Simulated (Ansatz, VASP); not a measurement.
Two plane-wave programs on Ru

INCAR

```
PREC = Accurate
ENCUT = 520
EDIFF = 1E-7
ISMEAR = 0
SIGMA = 0.15
LREAL = False
LASPH = True
NELM = 80
ALGO = Fast
ISIF = 2
LWAVE = False
LCHARG = True
GGA = PS
LELF = True
LVHAR = True
NBANDS = 21
```

Contents of KPOINTS:

```
Automatic mesh
0
Gamma
  21 21 12
```

Contents of POSCAR:

```
Ru
1.0
    2.6609865415      0.0000000000      0.0000000000
   -1.3304932707      2.3044819441      0.0000000000
    0.0000000000      0.0000000000      4.2751409775
Ru
2
Direct
    0.3333333333      0.6666666667      0.2500000000
    0.6666666667      0.3333333333      0.7500000000
```

Input for Ansatz:

```yaml
crystal:
  lattice:
    - [2.6609865415, 0.0, 0.0]
    - [-1.3304932707, 2.3044819441, 0.0]
    - [0.0, 0.0, 4.2751409775]
  atoms:
    - { symbol: Ru, position: [0.3333333333, 0.6666666667, 0.25] }
    - { symbol: Ru, position: [0.6666666667, 0.3333333333, 0.75] }
basis:
  ecutwfc: 420
kpoints:
  mp_grid: { grid: [21, 21, 12] }
hamiltonian:
  xc: pbesol
  pseudopotentials: { kind: paw, azcp: { folder: soft_1 } }
scf:
  occupations: { method: gaussian, width: 0.15 }
output:
  forces: true
  stress: true
  eigenvalues: true
```

Alike in both runs: task single point; functional PBEsol; k mesh 21 × 21 × 12; occupations gaussian, width 0.15 eV; no spin polarisation.

```csv
,VASP,Ansatz
version,VASP 6.6.1,Ansatz 0.2.0
potentials or method,"VASP PAW PBE potentials, release 64 (Ru_pv)","scalar-relativistic, plane waves, PAW"
plane-wave cutoff (eV),520,420
valence electrons in the cell,28,32
```

VASP gave:

```
gap on the k mesh at the Fermi level (eV)       : none
pressure (GPa)                                  : 5.7
largest component of the traceless stress (GPa) : 5.82
```

Estimate Ansatz's values.

gap on the k mesh at the Fermi level (eV): none; pressure (GPa): 5.8; largest component of the traceless stress (GPa): 5.83.

A gap of «none» marks a metal or a gap that the smearing closes. The two sets of potentials don't hold the same shells in valence. Ansatz warned: «pseudo_functional_mismatch».

Caveats: the PAW data sets were made with another functional, which shifts forces and pressure a little (VASP).
